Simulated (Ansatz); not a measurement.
**NbP under changes of volume**

One of the cells (16.103 Å³/atom); the others are scaled copies at fixed shape and fractional positions:

```
Nb P
1.0
    -1.67492    1.67492    5.74011
     1.67492   -1.67492    5.74011
     1.67492    1.67492   -5.74011
Nb P
2 2
Cartesian
  1.6749 0.0000 2.8687
  0.0000 0.0000 5.7387
  0.0000 1.6749 3.8200
  0.0000 0.0000 0.9500
```

The cell is a database's computed one.

```yaml
Program: Ansatz 0.2.0
Functional: PBE
Potentials_or_basis: Ansatz PAW
Cutoff: "420 eV (not typed: the program's choice for these potentials)"
k_mesh: 11 × 11 × 11
Occupations: fermi-dirac, width 0.05 eV
Spin: no spin polarisation
```

```csv
volume (Å³/atom),energy over the lowest point (meV/atom),pressure (GPa),largest force (eV/Å)
15.137,30.84,12.0,0.040
15.459,11.65,7.2,0.031
15.781,?,?,?
16.103,0.00,-1.1,0.016
16.425,5.77,-4.6,0.010
16.747,18.23,-7.7,0.003
17.069,36.70,-10.6,0.002
```

What does the run at 15.781 Å³/atom give?

Energy over the lowest point 1.68 meV/atom; pressure 2.8 GPa; largest force 0.023 eV/Å.

Worked out: A Birch-Murnaghan fit of order 3 (a polynomial in V^(-2/3)) to the other rows has its minimum at 16.01 Å³/atom with B0 = V·E''(V) = 190 GPa and B' = 4.3 at fixed shape and positions, which overstates the stiffness. It gives 1.68 meV/atom at 15.781 Å³/atom, against the run's 1.68, and -dE/dV = 2.8 GPa, against 2.8.

Energies are extrapolated to zero smearing.
